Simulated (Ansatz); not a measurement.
**FeS₂ — S-33 NMR of the central transition**

Cell: a measured structure from the Crystallography Open Database (COD), its atoms then relaxed with PBE in this cell.

Space group Pa-3 (No. 205); a = 5.4179 Å.

```
site  Wyckoff  site symmetry       x       y       z
  Fe       4a           .-3.  0.0000  0.0000  0.0000
   S       8c            .3.  0.3827  0.3827  0.3827
```

One atom of each set is listed.

Level of theory: DFT, LDA, plane waves and PAW, scalar-relativistic, collinear spin, 420 eV cutoff, Γ-centred 8×8×8 k-points, Fermi–Dirac smearing 0.05 eV (Ansatz 0.2.0). Start moments as typed (μB): 3 on each Fe, none on the rest.

S-33 has I = 3/2 and Q = -69.40 mb (Pyykkö 2018); at 28.2 T its Larmor frequency is ν₀ = 92.3 MHz. Only the quadrupole interaction is simulated: positions count from each site's isotropic chemical shift, and shift anisotropy, dipolar and J coupling are left out.

Simulated pattern of one S site (static powder, Gaussian broadening 20 kHz):

```
offset (kHz)  height
      -526.1       0
      -498.9      13
      -471.7     100
      -444.6      61
      -417.4      45
      -390.2      37
      -363.0      33
      -335.9      31
      -308.7      28
      -281.5      27
      -254.4      26
      -227.2      25
      -200.0      24
      -172.9      24
      -145.7      23
      -118.5      23
       -91.3      23
       -64.2      23
       -37.0      23
        -9.8      22
        17.3      18
        44.5      18
        71.7      19
        98.8      20
       126.0      22
       153.2      23
       180.3      27
       207.5      32
       234.7      43
       261.9      71
       289.0       9
       316.2       0
```

Question: Which |C_Q| and η does the pattern imply?

Answer: The pattern spans 750 kHz before broadening and its centre of gravity is at -144 kHz, which fixes P_Q; the places of the horns and steps fix η. That gives P_Q = 23.0 MHz, |C_Q| = 23.0 MHz and η = 0.00. The sign of C_Q can't be read from the pattern.

An axis of threefold or higher order runs through S, so V_zz lies along it and η is zero. The structure holds S–S bonds (2.20 Å).

At this cell the LDA pressure is -12 GPa, so with LDA the cell would shrink if it were relaxed. With a gap of 0.4 eV under a smearing of 0.05 eV the band edges are partly filled, so small gradients can hang on the smearing and the k-mesh. The start moments die out, and the run ends without spin.
